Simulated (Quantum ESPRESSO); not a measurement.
**Sn: zone-centre phonons under several settings**

```xyz
2
Lattice="0.0000 3.2333 3.2333 3.2333 0.0000 3.2333 3.2333 3.2333 0.0000" Properties=species:S:1:pos:R:3 pbc="T T T"
Sn    4.8500    4.8500    4.8500
Sn    3.2333    3.2333    3.2333
```

This isn't the form of Sn at room conditions, which is tetragonal (white tin).

All runs used Quantum ESPRESSO 7.5; k mesh 5 × 5 × 5; relaxed cell; no spin polarisation; cutoff 980 eV; occupations cold, width 0.2 eV.

```csv
level,potentials,volume (Å³/atom),pressure (GPa),lowest optical mode without the field (cm⁻¹)
LDA,PseudoDojo 0.4.1 SR LDA standard,33.94,0.0,195
PBE,PseudoDojo 0.4.1 SR PBE standard,?,0.2,?
BLYP,PseudoDojo 0.4.1 SR PBE standard,39.03,0.6,139
vdW-DF-cx,PseudoDojo 0.4.1 SR PBE standard,35.29,0.1,184
```

Task: What stands in the row left open?

Result: Volume 36.77 Å³/atom; lowest optical mode without the field 172 cm⁻¹.

Caveats: the mesh is thin for the phonons of a metal; the potentials were made for another functional, which shifts forces and pressure (some runs); the volume moved by over 15 % at a fixed basis, so the end points are rough (some runs).

For the row left open. Caveat: the k mesh is coarse; the mesh is thin for the phonons of a metal.
